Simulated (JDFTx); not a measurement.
BN, 2 atoms in the cell. The structure is trigonal, space group R3m (No. 160). Conventional cell: a = 2.502 Å, b = 2.502 Å, c = 10.119 Å, α = 90.00°, β = 90.00°, γ = 120.00°. N (site symmetry 3m) is surrounded by 3 B at 1.44 Å. Around B (site symmetry 3m) lie 3 N at 1.44 Å. The cell is a database's computed one.

| Item | Value |
| --- | --- |
| Program | JDFTx 1.7.0 (patched build) |
| Task | single point |
| Functional | PBEsol |
| Potentials or basis | PseudoDojo-SR-PBEsol-0.4.1-standard with smoothed tails |
| Cutoff | 1143 eV |
| Density cutoff | 9143 eV |
| k mesh | 12 × 12 × 12 |
| Occupations | fermi-dirac, width 0.05 eV |
| Spin | no spin polarisation |
| Local potential set to -Z/r beyond | 6 bohr |
| Bands | 9 |
| Density cutoff over wavefunction cutoff | 8 |
| Max SCF steps | 100 |
| SCF threshold on the energy | 1e-09 Ha |
| Solver of the electrons | scf |
| Further solve for the empty bands | yes |

Potentials or basis: PseudoDojo-SR-PBEsol-0.4.1-standard with smoothed tails.

The run is started by

```bash
$ jdftx -c 1 -i BN.in -o BN.out
```

Hardware: 1 thread of Intel(R) Xeon(R) 6975P-C (Granite Rapids) (shared host).

Question: Estimate the wall time of this run.

Answer: Wall time 2.4 min on 1 thread of Intel(R) Xeon(R) 6975P-C (Granite Rapids), with other jobs on the host, peak memory 0.18 GiB. Counts: scf iterations 12, bands 9, k points 189, plane waves 1604.
